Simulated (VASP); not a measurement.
# Quasi-harmonic expansion of CaO (Lime) (Fm-3m), part 2 of 6

Wanted: volume, bulk modulus and heat capacity of CaO (Lime) against temperature. The start is a cell from a database of measured crystal structures.

VASP 6.6.1; PBEsol; plane waves and PAW (Ca_sv, O).

So far. Step 3 (Second relaxation): Little changed from the start: no atom moved by 0.005 Å and no cell edge by 0.1 %.

**4. Static energy at fixed volume, volume scale 1**

Each volume needs its static energy, with shape and atoms relaxed at that volume.

File INCAR:

```
SYSTEM = CaO
PREC = Accurate
ENCUT = 520
EDIFF = 1E-08
NELM = 100
ISMEAR = 0
SIGMA = 0.05
LREAL = .FALSE.
ALGO = Normal
GGA = PS
NBANDS = 14
LORBIT = 11
LWAVE = .FALSE.
LCHARG = .FALSE.
KPAR = 12
IBRION = 2
NSW = 30
ISIF = 4
EDIFFG = -0.002
```

File POSCAR:

```
CaO
1.0
    0.0000000000      2.3880594525      2.3880594525
    2.3880594525      0.0000000000      2.3880594525
    2.3880594525      2.3880594525      0.0000000000
Ca O
1 1
Direct
    0.0000000000      0.0000000000      0.0000000000
    0.5000000000      0.5000000000      0.5000000000
```

File KPOINTS:

```
Automatic mesh
0
Gamma
12 12 12
0 0 0
```

The projector-augmented-wave data sets are Ca_sv and O (PBE family, release 64).

The run is started by

```console
> mpirun -np 12 vasp_std
```

Log:

```text
[... set-up lines as in an earlier step ...]
 entering main loop
       N       E                     dE             d eps       ncg     rms          rms(c)
[... 13 cycles as in an earlier step ...]
DAV:  14    -0.134112571380E+02   -0.45469E-07   -0.11267E-07  3128   0.287E-03    0.235E-04
DAV:  15    -0.134112571438E+02   -0.58019E-08   -0.58480E-09  1318   0.764E-04
   1 F= -.13411257E+02 E0= -.13411257E+02  d E =-.134113E+02
 curvature:   0.00 expect dE= 0.000E+00 dE for cont linesearch  0.000E+00
 trial: gam= 0.00000 g(F)=  0.152E-61 g(S)=  0.465E-33 ort = 0.000E+00 (trialstep = 0.100E+01)
 search vector abs. value=  0.100E-09
 reached required accuracy - stopping structural energy minimisation
```

It took 6.4 s on 12 MPI ranks of Intel Xeon Platinum 8259CL at 2.50GHz (Skylake/Cascade Lake), shared host; peak memory 2.1 GiB; 62 s of CPU time.

OUTCAR, selected parts (step 4):

```text
The static configuration has the point symmetry O_h .

 Found     72 irreducible k-points:

   NELECT =      16.0000    total number of electrons

 E-fermi :   2.5043

 k-point     1 :       0.0000    0.0000    0.0000
  band No.  band energies     occupation
    ...
      4     -15.8335      2.00000
      5     -13.1786      2.00000
      6       2.3026      2.00000
      7       2.3026      2.00000
      8       2.3026      2.00000
      9       7.0204      0.00000
     10       8.5398      0.00000
     11       8.5398      0.00000
     12       8.5398      0.00000
     13      10.1111      0.00000
    ...

 k-point     2 :       0.0833    0.0000    0.0000
  band No.  band energies     occupation
    ...
      4     -15.8375      2.00000
      5     -13.0570      2.00000
      6       2.0332      2.00000
      7       2.1990      2.00000
      8       2.1990      2.00000
      9       7.3540      0.00000
     10       8.5093      0.00000
     11       8.6647      0.00000
     12       8.6647      0.00000
     13      10.2881      0.00000
    ...

  Total       -0.0008804     -0.0008804     -0.0008804     -0.0000000      0.0000000     -0.0000000
  in kB       -0.0517890     -0.0517890     -0.0517890     -0.0000000      0.0000000     -0.0000000
  external PRESSURE =      -0.0517890 kB  Pullay stress =       0.0000000 kB

 POSITION                                       TOTAL-FORCE (eV/Angst)
 -----------------------------------------------------------------------------------
      0.00000      0.00000      0.00000         0.000000      0.000000      0.000000
      2.38806      2.38806      2.38806         0.000000      0.000000     -0.000000
 -----------------------------------------------------------------------------------
    total drift:                                0.000000      0.000000      0.000000

  FREE ENERGIE OF THE ION-ELECTRON SYSTEM (eV)
  ---------------------------------------------------
  free  energy   TOTEN  =       -13.4112571438 eV

  energy  without entropy=      -13.4112571438  energy(sigma->0) =      -13.41125714

[... 10 parts as in an earlier step ...]

[... 5 further parts left out ...]
```

Little changed from the start: no atom moved by 0.005 Å and no cell edge by 0.1 %.

Numbers from this step:

| Item | Value |
| --- | --- |
| SCF cycles | 15 |
| pressure | -0.005179 GPa |

**5. Force constants in the supercell, volume scale 1**

System of this step: CaO (Lime). The cell holds 54 atoms: 27 Ca and 27 O. Its edges and angles: a = 10.132 Å, b = 10.132 Å, c = 10.132 Å, α = 60.0°, β = 60.0°, γ = 60.0°. It derives from CaO (Lime), repeated 3×3×3.

Small displacements in a supercell give the force constants. They are interpolated to a mesh of wave vectors without the zone centre, which gives the lowest and highest frequency on that mesh and the vibrational free energy at this volume. The dipole term, which lifts longitudinal modes in polar crystals, is left out.

File INCAR:

```
SYSTEM = CaO
PREC = Accurate
ENCUT = 520
EDIFF = 1E-07
NELM = 100
ISMEAR = 0
SIGMA = 0.05
LREAL = .FALSE.
ALGO = Normal
GGA = PS
NBANDS = 264
LWAVE = .FALSE.
LCHARG = .FALSE.
KPAR = 4
IBRION = 6
NSW = 1
NFREE = 2
POTIM = 0.015
ISIF = 0
ADDGRID = .TRUE.
```

File POSCAR:

```
CaO
1.0
    0.0000000000      7.1641783575      7.1641783575
    7.1641783575      0.0000000000      7.1641783575
    7.1641783575      7.1641783575      0.0000000000
Ca O
27 27
Direct
    0.0000000000      0.0000000000      0.0000000000
    0.0000000000      0.0000000000      0.3333333333
    0.0000000000      0.0000000000      0.6666666667
    0.0000000000      0.3333333333      0.0000000000
    0.0000000000      0.3333333333      0.3333333333
    0.0000000000      0.3333333333      0.6666666667
    0.0000000000      0.6666666667      0.0000000000
    0.0000000000      0.6666666667      0.3333333333
    0.0000000000      0.6666666667      0.6666666667
    0.3333333333      0.0000000000      0.0000000000
    0.3333333333      0.0000000000      0.3333333333
    0.3333333333      0.0000000000      0.6666666667
    0.3333333333      0.3333333333      0.0000000000
    0.3333333333      0.3333333333      0.3333333333
    0.3333333333      0.3333333333      0.6666666667
    0.3333333333      0.6666666667      0.0000000000
    0.3333333333      0.6666666667      0.3333333333
    0.3333333333      0.6666666667      0.6666666667
    0.6666666667      0.0000000000      0.0000000000
    0.6666666667      0.0000000000      0.3333333333
    0.6666666667      0.0000000000      0.6666666667
    0.6666666667      0.3333333333      0.0000000000
    0.6666666667      0.3333333333      0.3333333333
    0.6666666667      0.3333333333      0.6666666667
    0.6666666667      0.6666666667      0.0000000000
    0.6666666667      0.6666666667      0.3333333333
    0.6666666667      0.6666666667      0.6666666667
    0.1666666667      0.1666666667      0.1666666667
    0.1666666667      0.1666666667      0.5000000000
    0.1666666667      0.1666666667      0.8333333333
    0.1666666667      0.5000000000      0.1666666667
    0.1666666667      0.5000000000      0.5000000000
    0.1666666667      0.5000000000      0.8333333333
    0.1666666667      0.8333333333      0.1666666667
    0.1666666667      0.8333333333      0.5000000000
    0.1666666667      0.8333333333      0.8333333333
    0.5000000000      0.1666666667      0.1666666667
    0.5000000000      0.1666666667      0.5000000000
    0.5000000000      0.1666666667      0.8333333333
    0.5000000000      0.5000000000      0.1666666667
    0.5000000000      0.5000000000      0.5000000000
    0.5000000000      0.5000000000      0.8333333333
    0.5000000000      0.8333333333      0.1666666667
    0.5000000000      0.8333333333      0.5000000000
    0.5000000000      0.8333333333      0.8333333333
    0.8333333333      0.1666666667      0.1666666667
    0.8333333333      0.1666666667      0.5000000000
    0.8333333333      0.1666666667      0.8333333333
    0.8333333333      0.5000000000      0.1666666667
    0.8333333333      0.5000000000      0.5000000000
    0.8333333333      0.5000000000      0.8333333333
    0.8333333333      0.8333333333      0.1666666667
    0.8333333333      0.8333333333      0.5000000000
    0.8333333333      0.8333333333      0.8333333333
```

File KPOINTS:

```
Automatic mesh
0
Gamma
2 2 2
0 0 0
```

The run is started by

```console
> mpirun -np 12 vasp_std
```

Log:

```text
[banner, memory and clock lines left out]
running   12 mpi-ranks, on    1 nodes
 distrk:  each k-point on    3 cores,    4 groups
 distr:  one band on    1 cores,    3 groups

 POSCAR found type information on POSCAR CaO
 POSCAR found :  2 types and      54 ions
 [... a notice as in an earlier step ...]

|                                                                             |
|               ----> ADVICE to this user running VASP <----                  |
|                                                                             |
|     You have a (more or less) 'large supercell' and for larger cells it     |
|     might be more efficient to use real-space projection operators.         |
|     Therefore, try LREAL= Auto in the INCAR file.                           |
|     Mind: For very accurate calculation, you might also keep the            |
|     reciprocal projection scheme (i.e. LREAL=.FALSE.).                      |
|                                                                             |

 [... a notice as in an earlier step ...]

 LDA part: xc-table for (Slater+PW92), standard interpolation
 POSCAR, INCAR and KPOINTS ok, starting setup
 FFT: planning ... GRIDC
 FFT: planning ... GRID_SOFT
 FFT: planning ... GRID
 WAVECAR not read
 entering main loop
       N       E                     dE             d eps       ncg     rms          rms(c)
DAV:   1     0.542045419545E+04    0.54205E+04   -0.21784E+05  1584   0.169E+03
DAV:   2     0.195743880664E+03   -0.52247E+04   -0.50689E+04  1746   0.528E+02
DAV:   3    -0.369022548219E+03   -0.56477E+03   -0.55974E+03  2043   0.160E+02
DAV:   4    -0.400846025629E+03   -0.31823E+02   -0.31715E+02  2169   0.354E+01
DAV:   5    -0.403075845643E+03   -0.22298E+01   -0.22279E+01  2610   0.790E+00    0.423E+01
DAV:   6    -0.362336508987E+03    0.40739E+02   -0.25958E+02  2112   0.324E+01    0.182E+01
DAV:   7    -0.362421033922E+03   -0.84525E-01   -0.30462E+01  1998   0.104E+01    0.916E+00
DAV:   8    -0.362170047260E+03    0.25099E+00   -0.31773E+00  2070   0.392E+00    0.249E+00
DAV:   9    -0.362091481629E+03    0.78566E-01   -0.10203E+00  2124   0.178E+00    0.661E-01
DAV:  10    -0.362103935827E+03   -0.12454E-01   -0.13941E-01  2097   0.667E-01    0.342E-01
DAV:  11    -0.362104391887E+03   -0.45606E-03   -0.36640E-02  2214   0.312E-01    0.218E-01
DAV:  12    -0.362103880178E+03    0.51171E-03   -0.75263E-03  2196   0.168E-01    0.309E-02
DAV:  13    -0.362103909773E+03   -0.29595E-04   -0.55739E-04  2304   0.416E-02    0.195E-02
DAV:  14    -0.362103905716E+03    0.40571E-05   -0.62440E-05  2250   0.129E-02    0.292E-03
DAV:  15    -0.362103905812E+03   -0.95934E-07   -0.51773E-06  2025   0.322E-03    0.139E-03
DAV:  16    -0.362103905729E+03    0.83186E-07   -0.16536E-07  1287   0.900E-04
   1 F= -.36210391E+03 E0= -.36210391E+03  d E =-.212300E-23
 Found     2 degrees of freedom:
 Finite differences POTIM= 0.01500 DOF=   2
 bond charge predicted
       N       E                     dE             d eps       ncg     rms          rms(c)
DAV:   1    -0.362101085494E+03    0.28203E-02   -0.70393E-01  2202   0.145E+00    0.246E-01
DAV:   2    -0.362102930197E+03   -0.18447E-02   -0.26453E-02  2262   0.339E-01    0.107E-01
DAV:   3    -0.362102899963E+03    0.30234E-04   -0.91493E-04  3315   0.529E-02    0.435E-02
DAV:   4    -0.362102885516E+03    0.14447E-04   -0.64174E-05  2721   0.184E-02    0.146E-02
DAV:   5    -0.362102885917E+03   -0.40097E-06   -0.19022E-05  3351   0.869E-03    0.470E-03
DAV:   6    -0.362102885728E+03    0.18925E-06   -0.36608E-06  3063   0.391E-03    0.225E-03
DAV:   7    -0.362102885856E+03   -0.12781E-06   -0.66185E-07  2316   0.191E-03    0.115E-03
DAV:   8    -0.362102885864E+03   -0.87311E-08   -0.15420E-07  1848   0.110E-03
   2 F= -.36210289E+03 E0= -.36210289E+03  d E =-.283269E-23
[...]
3 F= -.36210289E+03 E0= -.36210289E+03  d E =-.468774E-23
[...]
4 F= -.36210311E+03 E0= -.36210311E+03  d E =-.645760E-23
 Finite differences progress:
  Degree of freedom:   2/  2
  Displacement:        1/  2
  Total:               3/  4
 bond charge predicted
       N       E                     dE             d eps       ncg     rms          rms(c)
DAV:   1    -0.362099512124E+03    0.35932E-02   -0.47438E+00  2139   0.317E+00    0.198E-01
DAV:   2    -0.362103806710E+03   -0.42946E-02   -0.56952E-02  2424   0.377E-01    0.117E-01
DAV:   3    -0.362103337513E+03    0.46920E-03   -0.30891E-03  3297   0.116E-01    0.649E-02
DAV:   4    -0.362103076792E+03    0.26072E-03   -0.11216E-03  2721   0.110E-01    0.196E-02
DAV:   5    -0.362103106316E+03   -0.29524E-04   -0.36561E-04  2541   0.413E-02    0.189E-02
DAV:   6    -0.362103105996E+03    0.31955E-06   -0.33433E-05  3513   0.101E-02    0.109E-02
DAV:   7    -0.362103105468E+03    0.52784E-06   -0.47570E-06  2928   0.515E-03    0.676E-03
DAV:   8    -0.362103105236E+03    0.23213E-06   -0.16247E-06  2460   0.346E-03    0.152E-03
DAV:   9    -0.362103105264E+03   -0.27838E-07   -0.69896E-07  2271   0.179E-03
   5 F= -.36210311E+03 E0= -.36210311E+03  d E =-.167746E-22
 Finite differences progress:
  Degree of freedom:   2/  2
  Displacement:        2/  2
  Total:               4/  4
```

Wall time 26 min (12 MPI ranks); peak memory 14 GiB; 4.2 h of CPU time.

(Part 2 of 6 ends here.)

[Lines on the potential files, build, host, timing and source positions are cut from VASP's logs without a mark.]

[Logs are printed without paths, hosts, clocks, repeated set-up lines and the standing remarks that a program may print on its own settings, such as how far it seeks lower states.]

[Hosts, paths, dates, database ids (printed as entryN), source tags and the programs' standing remarks are cut or masked in the printed files.]

[In band tables of VASP the shares of atoms and orbitals are scaled to a sum of 1 inside the atoms' spheres.]
